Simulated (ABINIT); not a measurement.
Crystal: Ti.

```
CELL_PARAMETERS angstrom
0.00000 2.03000 2.03000
2.03000 0.00000 2.03000
2.03000 2.03000 0.00000
ATOMIC_POSITIONS crystal
Ti 0.00000 0.00000 0.00000
```

This isn't the form of Ti at room conditions, which is hcp.

Base run:

- Program: ABINIT 10.8.3 (patched build)
- Functional: PW91
- Potentials or basis: JTH PAW PBE v2.0
- Cutoff: 490 eV
- k mesh: 11 × 11 × 11
- Occupations: fermi-dirac, width 0.05 eV
- Spin: no spin polarisation

Its results: band gap on the k mesh none (metal or under the smearing width); pressure 3.6 GPa.

**Question.** After a change of settings the same cell gave: band gap on the k mesh none (metal or under the smearing width); pressure -0.3 GPa. Which change was it?
A. functional from PW91 to LDA
B. functional from PW91 to PBE
C. functional from PW91 to PBEsol
D. functional from PW91 to SCAN

**Answer.** C.

PBEsol binds more tightly than PW91, so the same cell stands under less pressure.

Caveats: the PAW data sets were made with another functional, which shifts forces and pressure a little.
